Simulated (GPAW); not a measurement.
# Magnetic state of Co2 Ru1 Co2 0001 from several starts, part 2 of 2

A self-consistent run ends on one state, which hangs on the start. Several orders of Co2 Ru1 Co2 0001 are started in GPAW and their energies compared.

GPAW 26.7.0; PBE; plane waves with GPAW's PAW setups, scalar-relativistic.

So far. Step 2 (Start 1: ferro ++++): After 45 cycles the largest moment stands at 1.86 μB.

## (3) Run 2 (antiferro ++--)

Another pattern of signs weighs the neighbour shells otherwise.

order2.py reads:

```python
import json
import numpy as np
from ase import Atoms
from ase.parallel import paropen, parprint
from gpaw import GPAW

atoms = Atoms(['Co', 'Co', 'Ru', 'Co', 'Co'],
    cell=[[2.706, 0.0, 0.0],
         [-1.353, 2.343465, 0.0],
         [0.0, 0.0, 19.3958]],
    scaled_positions=[[0.0, 0.0, 0.309345],
         [0.333333, 0.666667, 0.399591],
         [0.0, 0.0, 0.5],
         [0.333333, 0.666667, 0.600409],
         [0.0, 0.0, 0.690655]],
    pbc=True,
    magmoms=[1.8, 1.8, 0.0, -1.8, -1.8])
atoms.calc = GPAW(mode={'name': 'pw', 'ecut': 450},
    xc='PBE',
    kpts={'size': (20, 20, 1), 'gamma': True},
    occupations={'name': 'fermi-dirac', 'width': 0.05},
    convergence={'density': 1e-05, 'energy': 1e-05},
    maxiter=250,
    mixer={'name': 'pulay', 'beta': 0.03, 'nmaxold': 8, 'weight': 100},
    symmetry={'tolerance': 1e-4},
    txt='order2.txt')
e = atoms.get_potential_energy(force_consistent=True)
res = {'free_energy': e, 'energy_sigma0': atoms.get_potential_energy(), 'fermi_energy': atoms.calc.get_fermi_level()}
res['moments'] = atoms.get_magnetic_moments().tolist()
res['total'] = atoms.get_magnetic_moment()
parprint('site moments (muB):', np.round(res['moments'], 3))
parprint(f"total moment: {res['total']:.3f} muB")
parprint(f'free energy: {e:.6f} eV')
atoms.calc.write('order2.gpw')
with paropen('results.json', 'w') as f:
    json.dump(res, f)
```

The run is started by

```
$ OMP_NUM_THREADS=1 mpirun -n 4 gpaw python order2.py > order2.log
```

Numbers of over 12 decimals in the logs are rounded to 6 here.

Output:

```text
site moments (muB): [ 1.831  1.505 -0.    -1.505 -1.831]
total moment: 0.000 muB
free energy: -39.290276 eV

--- order2.txt ---
Input parameters:
  mode=PW(ecut=450),
  convergence={'density': 1e-05, 'energy': 1e-05},
  kpts=MonkhorstPack(size=(20, 20, 1), gamma=True),
  maxiter=250,
  mixer=Pulay(name='pulay', nmaxold=8, beta=0.03, weight=100, sigma=0.015, g_ss=None),
  occupations=Occupations(name='fermi-dirac', width=0.05),
  symmetry=Symmetry(tolerance=0.0001),
  xc=XC(name='PBE')

Diagonalizing LCAO Hamiltonian
Converting LCAO to pw mode

       Co

        Co

       Ru
        Co

       Co

Atoms  # Å, Bohr magnetons
|   | symbol |         x |        y |         z |    initial magnetic moments |
|---|--------|-----------|----------|-----------|-----------------------------|
| 0 |     Co |  0.000000 | 0.000000 |  5.999994 | ( 0.0000,  0.0000,  1.8000) |
| 1 |     Co | -0.000001 | 1.562311 |  7.750387 | ( 0.0000,  0.0000,  1.8000) |
| 2 |     Ru |  0.000000 | 0.000000 |  9.697900 | ( 0.0000,  0.0000,  0.0000) |
| 3 |     Co | -0.000001 | 1.562311 | 11.645413 | ( 0.0000,  0.0000, -1.8000) |
| 4 |     Co |  0.000000 | 0.000000 | 13.395806 | ( 0.0000,  0.0000, -1.8000) |

Unit cell  # Å
| periodic |         x |        y |         z |   lengths |     angles |
|----------|-----------|----------|-----------|-----------|------------|
|      yes |  2.706000 | 0.000000 |  0.000000 |  2.706000 |  90.000000 |
|      yes | -1.353000 | 2.343465 |  0.000000 |  2.706000 |  90.000000 |
|      yes |  0.000000 | 0.000000 | 19.395800 | 19.395800 | 119.999997 |

Number of symmetries: 6

BZ-sampling:
  Number of BZ points: 400
  Number of IBZ points: 44

  Monkhorst-Pack size: [20, 20, 1]
  Monkhorst-Pack shift: [0.025, 0.025, 0.0]

Plane wave coefficients: 2707
Cutoff: 450.000000 eV

Spin-components: 2 (collinear spins)
Bands:           36
Projectors:      30
Spin-degeneracy: 1
Datatype:        complex128

Parallelization:
  kpt:    4
  domain: 1
  band:   1

Density:
  Valence electrons: 52.0
  Components: 2
  Grid points: [14 14 96]
  Charge: 0.0  # |e|

Potential:
  Grid points: [14 14 96]

[... setups left out ...]
Reference energy: -274855.964606  # eV

eigensolver:
  PPCG
  Converge bands: occupied
  niter=2

density mixing:
  Pulay-Mixer
  Linear mixing parameters: 0.03
  Old densities: 8
  Fourier metric: weight=100, sigma=0.015

occupation numbers:
  Fermi-Dirac:
    width: 0.0500  # eV

poisson solver:
  ecut: 3600.000000  # eV

xc functional:
  name: PBE with 2 nearest neighbor stencil

convergence criteria:
- Maximum integral of absolute [dens]ity change: 1e-05 electrons / valence electron
- Maximum [total energy] change in last 3 cyles: 1e-05 eV / valence electron
- Maximum integral of absolute [eigenst]ate change: 4e-08 eV^2 / valence electron
maximum number of iterations: 250

SCF iterations
|iter     |      energy | eigst |  dens |  magmom |
|---------|-------------|-------|-------|---------|
|iter:   1|       0s |  -44.157907 | +0.31 |       |  +0.0000|
|iter:   2|       3s |  -41.324380 | -0.94 | -0.75 |  -0.0000|
|iter:   3|       6s |  -40.462585 | -1.68 | -0.87 |  +0.0000|
|iter:   4|       9s |  -39.909679 | -1.87 | -1.05 |  -0.0000|
|iter:   5|      11s |  -39.232526 | -1.09 | -1.13 |  +0.0000|
|iter:   6|      14s |  -39.227941 | -2.39 | -1.35 |  +0.0000|
|iter:   7|      17s |  -39.233078 | -3.28 | -1.36 |  -0.0000|
|iter:   8|      19s |  -39.197917 | -1.90 | -1.35 |  -0.0000|
|iter:   9|      22s |  -39.219027 | -1.91 | -1.55 |  +0.0000|
|iter:  10|      25s |  -39.227190 | -3.07 | -1.58 |  -0.0001|
[... 28 iterations left out ...]
|iter:  39|      97s |  -39.269969c| -7.98c| -4.12 |  -0.0000|
|iter:  40|      98s |  -39.269968c| -7.68c| -4.17 |  -0.0000|
|iter:  41|      99s |  -39.269967c| -7.92c| -4.33 |  -0.0000|
|iter:  42|     101s |  -39.269967c| -8.33c| -4.44 |  -0.0000|
|iter:  43|     102s |  -39.269967c| -8.38c| -4.52 |  -0.0000|
|iter:  44|     103s |  -39.269967c| -8.70c| -4.59 |  -0.0000|
|iter:  45|     105s |  -39.269967c| -8.54c| -4.60 |  -0.0000|
|iter:  46|     106s |  -39.269967c| -8.38c| -4.70 |  -0.0000|
|iter:  47|     107s |  -39.269966c| -8.58c| -4.90 |  -0.0000|
|iter:  48|     108s |  -39.269967c| -8.87c| -5.02c|  +0.0000|

Converged in 48 steps
Energy contributions relative to reference atoms: (reference = -274855.964606)

Energy contributions:
  Kinetic:          30.435265
  Coulomb:         -28.434276
  Zero:              0.777104
  External:          0.000000
  Xc:              -42.027750
  Entropy:          -0.040620
  Spinorbit:         0.000000
  ----------------------------
  Free energy:     -39.290276
  Extrapolated:    -39.269967

dipole moment: (-15.992843, -18.492877, -0.000041)  # |e|*Ang

Total magnetic moment: (0.000000, 0.000000, 0.000000)

Local magnetic moments
|        x |        y |         z |
|----------|----------|-----------|
| 0.000000 | 0.000000 |  1.830844 |  # Co   0
| 0.000000 | 0.000000 |  1.505422 |  # Co   1
| 0.000000 | 0.000000 | -0.000000 |  # Ru   2
| 0.000000 | 0.000000 | -1.505422 |  # Co   3
| 0.000000 | 0.000000 | -1.830843 |  # Co   4

Fermi level: 2.970
Eigenvalues  # (at kpt = [-0.000, -0.000, 0.000])
| band index |      eig [eV] | occ [0-1] |      eig [eV] | occ [0-1] |
|------------|---------------|-----------|---------------|-----------|
|          0 |       -69.917 |     1.000 |       -69.917 |     1.000 |
|        ... |               |           |               |           |
|         21 |         1.877 |     1.000 |         1.877 |     1.000 |
|         22 |         1.877 |     1.000 |         1.877 |     1.000 |
|         23 |         1.917 |     1.000 |         1.917 |     1.000 |
|         24 |         2.208 |     1.000 |         2.208 |     1.000 |
|         25 |         2.208 |     1.000 |         2.208 |     1.000 |
|         26 |         2.738 |     0.990 |         2.738 |     0.990 |
|         27 |         2.888 |     0.838 |         2.888 |     0.838 |
|         28 |         2.888 |     0.838 |         2.888 |     0.838 |
|         29 |         3.443 |     0.000 |         3.443 |     0.000 |
|         30 |         3.726 |     0.000 |         3.726 |     0.000 |
|         31 |         3.726 |     0.000 |         3.726 |     0.000 |
|         32 |         3.970 |     0.000 |         3.970 |     0.000 |
|         33 |         3.970 |     0.000 |         3.970 |     0.000 |
|         34 |         4.522 |     0.000 |         4.522 |     0.000 |
|         35 |         7.145 |     0.000 |         7.145 |     0.000 |

No gap
No difference between direct/indirect transitions
```

Elapsed: 1.9 min, on 4 MPI ranks of Arm Neoverse V2, shared host; peak memory 0.92 GiB; 7.6 min of CPU time.

Spin moment in the augmentation sphere by atom:

| atom | spin moment in the augmentation sphere (μB) |
| --- | --- |
| Co1 | 1.83 |
| Co2 | 1.51 |
| Ru3 | 0.00 |
| Co4 | -1.51 |
| Co5 | -1.83 |

Read from the output:

```yaml
magnetization: 0 μB
final_state: antiferromagnetic
```

It lies 9.95 meV a seeded atom under the first start, and its largest moment is 1.83 μB against 1.86 μB.

## (4) Start 3: no spin polarisation

This run holds no moments, which gives a state to set the others against.

nospin.py is the script of step 3 with these lines changed:

```diff
@@ -15,4 +15,3 @@
          [0.0, 0.0, 0.690655]],
-    pbc=True,
-    magmoms=[1.8, 1.8, 0.0, -1.8, -1.8])
+    pbc=True)
 atoms.calc = GPAW(mode={'name': 'pw', 'ecut': 450},
@@ -25,11 +24,7 @@
     symmetry={'tolerance': 1e-4},
-    txt='order2.txt')
+    txt='nospin.txt')
 e = atoms.get_potential_energy(force_consistent=True)
 res = {'free_energy': e, 'energy_sigma0': atoms.get_potential_energy(), 'fermi_energy': atoms.calc.get_fermi_level()}
-res['moments'] = atoms.get_magnetic_moments().tolist()
-res['total'] = atoms.get_magnetic_moment()
-parprint('site moments (muB):', np.round(res['moments'], 3))
-parprint(f"total moment: {res['total']:.3f} muB")
 parprint(f'free energy: {e:.6f} eV')
-atoms.calc.write('order2.gpw')
+atoms.calc.write('nospin.gpw')
 with paropen('results.json', 'w') as f:
```

The run is started by

```
$ OMP_NUM_THREADS=1 mpirun -n 4 gpaw python nospin.py > nospin.log
```

Output:

```text
free energy: -38.132930 eV

--- nospin.txt ---
Input parameters:
  mode=PW(ecut=450),
  convergence={'density': 1e-05, 'energy': 1e-05},
  kpts=MonkhorstPack(size=(20, 20, 1), gamma=True),
  maxiter=250,
  mixer=Pulay(name='pulay', nmaxold=8, beta=0.03, weight=100, sigma=0.015, g_ss=None),
  occupations=Occupations(name='fermi-dirac', width=0.05),
  symmetry=Symmetry(tolerance=0.0001),
  xc=XC(name='PBE')

[...]
|          0 |       -70.393 |     2.000 |
|        ... |               |           |
|         19 |         1.188 |     2.000 |
|         20 |         1.369 |     2.000 |
|         21 |         1.728 |     2.000 |
|         22 |         1.744 |     2.000 |
[...]
|         32 |         3.391 |     0.000 |
|         33 |         3.391 |     0.000 |
|         34 |         4.413 |     0.000 |
|         35 |         7.294 |     0.000 |

No gap
No difference between direct/indirect transitions

[key lines of the parts left out:]
Free energy:     -38.132930
Converged in 40 steps
dipole moment: (-15.983030, -18.509456, -0.000040)  # |e|*Ang
Fermi level: 2.642
```

Wall time 54 s (4 MPI ranks); peak memory 0.81 GiB.

Read from the output:

```yaml
final_state: non-magnetic (no spin polarisation)
```

It lies 279 meV a seeded atom over the first start.

## (5) Energies of the orders

These are free energies at a smearing of 0.05 eV, so its entropy term is in the differences. They are divided by the number of seeded atoms, so that cells of unlike size compare.

Orders:

| start | final state | typed order kept | energy over the lowest (meV a seeded atom) | largest site moment (μB) | net moment (μB a primitive cell) | mesh matched | CPU time (s) |
| --- | --- | --- | --- | --- | --- | --- | --- |
| ferro ++++ | ferromagnetic | yes | 9.949 | 1.862 | 6.438 | yes | 439.7 |
| antiferro ++-- | antiferromagnetic | yes | 0 | 1.831 | 0 | yes | 457.9 |
| no spin polarisation | non-magnetic | - | 289.3 | 0 | 0 | yes | 216.4 |

## (6) Outcome

| Property | Result |
| --- | --- |
| lowest state found | antiferromagnetic (typed antiferro ++--) |
| largest site moment | 1.83 μB |
| next state | ferromagnetic, 9.95 meV a seeded atom higher |
| energy gained by spin polarisation | 289 meV a seeded atom |

**Reading.** The lowest state found is antiferromagnetic, reached from the start antiferro ++--, with moments up to 1.83 μB. The next state costs 9.9 meV a seeded atom. Only 3 starts are shown; other collinear patterns, canted and longer-period orders are not.

[Logs and program files are shortened in this print: banners, set-up blocks, solver, clock and traceback lines can be left out without a mark of their own.]

[Logs are printed without paths, hosts, clocks, repeated set-up lines and the standing remarks that a program may print on its own settings, such as how far it seeks lower states.]

[Hosts, paths, dates, database ids (printed as entryN), source tags and the programs' standing remarks are cut or masked in the printed files.]

[Where a cell is said to come from a database of computed structures, the database is the Materials Project.]
